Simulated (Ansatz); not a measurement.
The system is Ge.

```xyz
4
Lattice="0.0000 2.8857 5.1157 2.6305 0.0000 5.1157 2.6305 2.8857 0.0000" Properties=species:S:1:pos:R:3 pbc="T T T"
Ge    2.6305    4.1929    5.1157
Ge    2.6305    1.5786    5.1157
Ge    2.6305    2.8857    2.2318
Ge    2.6305    2.8857    7.9995
```

This isn't the form of Ge at room conditions, which is diamond.

Base run:

* Program: Ansatz 0.2.0
* Functional: r2SCAN
* Potentials or basis: Ansatz PAW
* Cutoff: 500 eV (not typed: the program's choice for these potentials)
* k mesh: 5 × 5 × 5
* Occupations: fermi-dirac, width 0.05 eV
* Spin: no spin polarisation

Its results: band gap on the k mesh none (metal or under the smearing width); pressure -2.6 GPa; largest force 0.211 eV/Å.

After a change of settings the same cell gave: band gap on the k mesh none (metal or under the smearing width); pressure -3.7 GPa; largest force 0.087 eV/Å. Which change was it?
A. functional from r2SCAN to BLYP; cutoff from 500 eV (not typed: the program's choice for these potentials) to 420 eV (not typed: the program's choice for these potentials)
B. functional from r2SCAN to LDA; cutoff from 500 eV (not typed: the program's choice for these potentials) to 420 eV (not typed: the program's choice for these potentials)
C. functional from r2SCAN to RPBE; cutoff from 500 eV (not typed: the program's choice for these potentials) to 420 eV (not typed: the program's choice for these potentials)
D. functional from r2SCAN to PBEsol; cutoff from 500 eV (not typed: the program's choice for these potentials) to 420 eV (not typed: the program's choice for these potentials)

D.

Caveats: the PAW data sets come from PBE, with cores solved anew for the run's functional, which leaves a small shift of forces and pressure.

Runs at the PBE level aren't shown here.
